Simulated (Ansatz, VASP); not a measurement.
# Two plane-wave programs on ZnS

The input INCAR:

```
SYSTEM = ZnS
PREC     = Accurate       ! precision mode
ENCUT    = 520            ! plane-wave cutoff, eV
EDIFF    = 1E-7           ! SCF threshold, eV
ISMEAR   = 0              ! smearing method
SIGMA    = 0.05           ! smearing width, eV
LREAL    = .False.        ! projectors in reciprocal space
LASPH    = .True.         ! aspherical terms in the spheres
NELM     = 100            ! most SCF steps
ALGO     = Fast           ! electronic algorithm
ISIF     = 2              ! what is computed and relaxed
LWAVE    = .False.        ! write WAVECAR
LCHARG   = .False.        ! write CHGCAR
GGA      = PS             ! functional
NBANDS   = 16             ! bands
```

File KPOINTS:

```
Automatic mesh
0
Gamma
  12 12 12
  0 0 0
```

File POSCAR:

```
ZnS
1.0
    0.0000000000      2.5087288403      2.5087288403
    2.5087288403      0.0000000000      2.5087288403
    2.5087288403      2.5087288403      0.0000000000
S Zn
1 1
Direct
    0.0000000000      0.0000000000      0.0000000000
    0.5000000000      0.5000000000      0.5000000000
```

Input for Ansatz:

```yaml
crystal:
  lattice:
    - [0.0, 2.5087288403, 2.5087288403]
    - [2.5087288403, 0.0, 2.5087288403]
    - [2.5087288403, 2.5087288403, 0.0]
  atoms:
    - { symbol: S, position: [0.0, 0.0, 0.0] }
    - { symbol: Zn, position: [0.5, 0.5, 0.5] }
basis:
  ecutwfc: 420
  ecutrho_ratio: 4
kpoints:
  mp_grid: { grid: [12, 12, 12] }
hamiltonian:
  xc: pbesol
scf:
  occupations: { method: gaussian, width: 0.05 }
output:
  forces: true
  stress: true
  eigenvalues: true
```

Alike in both runs: task single point; functional PBEsol; k mesh 12 × 12 × 12; occupations gaussian, width 0.05 eV; no spin polarisation.

```csv
,VASP,Ansatz
version,VASP 6.6.1,Ansatz 0.2.0
potentials or method,"VASP PAW PBE potentials, release 64 (S, Zn)","scalar-relativistic, plane waves, PAW"
plane-wave cutoff (eV),520,420
valence electrons in the cell,18,18
```

|  | VASP | Ansatz | Ansatz less VASP |
| --- | --- | --- | --- |
| gap on the k mesh at the Fermi level (eV) | none | none | - |
| pressure (GPa) | 0.4 | 0.0 | -0.34 |

A gap of «none» marks a metal or a gap that the smearing closes. The functional is the same, so the differences come from potentials, cutoffs and numerics.

Caveats: the PAW data sets were made with another functional, which shifts forces and pressure a little (VASP).
